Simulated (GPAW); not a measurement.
## KCl (Sylvite): single point with PBE

**The experiment to reproduce.**

From a printed reference work, monograph, for a bulk crystal of KCl: band gap 8.68 eV.

Crystal: KCl (Sylvite).

```
K Cl
1.0
     0.00000    3.14647    3.14647
     3.14647    0.00000    3.14647
     3.14647    3.14647    0.00000
K Cl
1 1
Cartesian
  0.0000 0.0000 0.0000
  3.1465 3.1465 3.1465
```

```
Program             : GPAW 26.7.0
Task                : single point
Functional          : PBE
Potentials or basis : GPAW PAW data sets (gpaw-data 1.2.1)
Cutoff              : 500 eV
Basis               : pw
k mesh              : 6 × 6 × 6
Occupations         : fermi-dirac, width 0.05 eV
Spin                : no spin polarisation
```

| Item | Value |
| --- | --- |
| Pressure | 0.5 GPa |
| Band gap on the k mesh | 5.19 eV, direct |

Levels at points of the mesh, in eV from the valence-band top:
| k point | band 6 | band 7 | band 8 | band 9 | band 10 | band 11 |
| --- | --- | --- | --- | --- | --- | --- |
| (0.00, 0.00, 0.00) | 0.00 | 0.00 | 0.00 | 5.19 | 8.36 | 8.36 |
| (0.50, 0.50, 0.00) | -0.66 | -0.22 | -0.22 | 6.53 | 8.34 | 10.06 |
| (0.50, 0.50, 0.50) | -1.05 | -0.32 | -0.32 | 7.58 | 8.60 | 10.47 |

It took 5.4 s on 1 thread of Intel(R) Xeon(R) 6975P-C (Granite Rapids), on a shared host, peak memory 0.15 GiB.

A measured gap of KCl is 8.68 eV (a printed reference work, monograph); the calculated 5.19 eV misses it by -3.49 eV. The value is that of PBE, without temperature or zero-point motion. Semilocal functionals fall short of measured gaps as a rule.

Caveat: the cutoff is short for stress and forces, so pressures can be off by a GPa or more.
